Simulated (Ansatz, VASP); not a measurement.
Two plane-wave programs on C

INCAR

```
SYSTEM = C
ALGO = Fast
EDIFF = 1E-6
ENCUT = 520
GGA = PE
ISIF = 2
ISMEAR = 0
LASPH = .True.
LCHARG = .True.
LELF = .True.
LREAL = Auto
LVHAR = .True.
LWAVE = .False.
NBANDS = 46
NELM = 100
PREC = Accurate
SIGMA = 0.1
```

File KPOINTS:

```
k-points
0
Gamma
  6 6 6
  0 0 0
```

The input POSCAR:

```
C
1.0
   -4.9330325621      0.0000000000      0.0000000000
   -2.4665162811     -4.2721315165      0.0000000000
   -2.4665162811     -1.4240438388      8.5756696909
C
16
Direct
    0.5824380711      0.5824380711      0.7526857867
    0.0824380711      0.5824380711      0.7526857867
    0.5824380711      0.0824380711      0.7526857867
    0.0824380711      0.0824380711      0.7526857867
    0.2491081506      0.2491081506      0.7526755483
    0.7491081506      0.2491081506      0.7526755483
    0.2491081506      0.7491081506      0.7526755483
    0.7491081506      0.7491081506      0.7526755483
    0.7508918494      0.7508918494      0.2473244517
    0.2508918494      0.7508918494      0.2473244517
    0.7508918494      0.2508918494      0.2473244517
    0.2508918494      0.2508918494      0.2473244517
    0.4175619289      0.4175619289      0.2473142133
    0.9175619289      0.4175619289      0.2473142133
    0.4175619289      0.9175619289      0.2473142133
    0.9175619289      0.9175619289      0.2473142133
```

Input for Ansatz:

```yaml
crystal:
  lattice:
    - [-4.9330325265, 0.0, 0.0]
    - [-2.4665162632, -4.2721314856, 0.0]
    - [-2.4665162632, -1.4240438285, 8.5756686354]
  atoms:
    - { symbol: C, position: [0.5824380089, 0.5824380089, 0.7526859734] }
    - { symbol: C, position: [0.0824380089, 0.5824380089, 0.7526859734] }
    - { symbol: C, position: [0.5824380089, 0.0824380089, 0.7526859734] }
    - { symbol: C, position: [0.0824380089, 0.0824380089, 0.7526859734] }
    - { symbol: C, position: [0.2491080824, 0.2491080824, 0.7526757528] }
    - { symbol: C, position: [0.7491080824, 0.2491080824, 0.7526757528] }
    - { symbol: C, position: [0.2491080824, 0.7491080824, 0.7526757528] }
    - { symbol: C, position: [0.7491080824, 0.7491080824, 0.7526757528] }
    - { symbol: C, position: [0.7508919176, 0.7508919176, 0.2473242472] }
    - { symbol: C, position: [0.2508919176, 0.7508919176, 0.2473242472] }
    - { symbol: C, position: [0.7508919176, 0.2508919176, 0.2473242472] }
    - { symbol: C, position: [0.2508919176, 0.2508919176, 0.2473242472] }
    - { symbol: C, position: [0.4175619911, 0.4175619911, 0.2473140266] }
    - { symbol: C, position: [0.9175619911, 0.4175619911, 0.2473140266] }
    - { symbol: C, position: [0.4175619911, 0.9175619911, 0.2473140266] }
    - { symbol: C, position: [0.9175619911, 0.9175619911, 0.2473140266] }
basis:
  ecutwfc: 420
  xc_grid: 2
kpoints:
  mp_grid: { grid: [6, 6, 6], shift: [0.0, 0.0, 0.0] }
hamiltonian:
  xc: pbe
scf:
  occupations: { method: gaussian, width: 0.1 }
output:
  forces: true
  stress: true
  eigenvalues: true
  write_density: true
  write_potential: true
  elf: true
  volumetric_format: npy
```

Alike in both runs: task single point; functional PBE; k mesh 6 × 6 × 6; occupations gaussian, width 0.1 eV; no spin polarisation.

```csv
,VASP,Ansatz
version,VASP 6.6.1,Ansatz 0.2.0
potentials or method,"VASP PAW PBE potentials, release 64 (C)","scalar-relativistic, plane waves, PAW"
plane-wave cutoff (eV),520,420
valence electrons in the cell,64,64
```

VASP gave:

* gap on the k mesh at the Fermi level (eV): 0.07
* least direct gap on the mesh (eV): 0.07
* pressure (GPa): 0.4
* largest component of the traceless stress (GPa): 0.45

**Question.** What did Ansatz give for the same quantities?

**Answer.** gap on the k mesh at the Fermi level (eV): 0.07; least direct gap on the mesh (eV): 0.07; pressure (GPa): 0.0; largest component of the traceless stress (GPa): 0.02.

Caveats: this functional lacks dispersion, which binds the layers, so the pressure and a relaxed spacing across them are unreliable. A k mesh can miss the band edges.
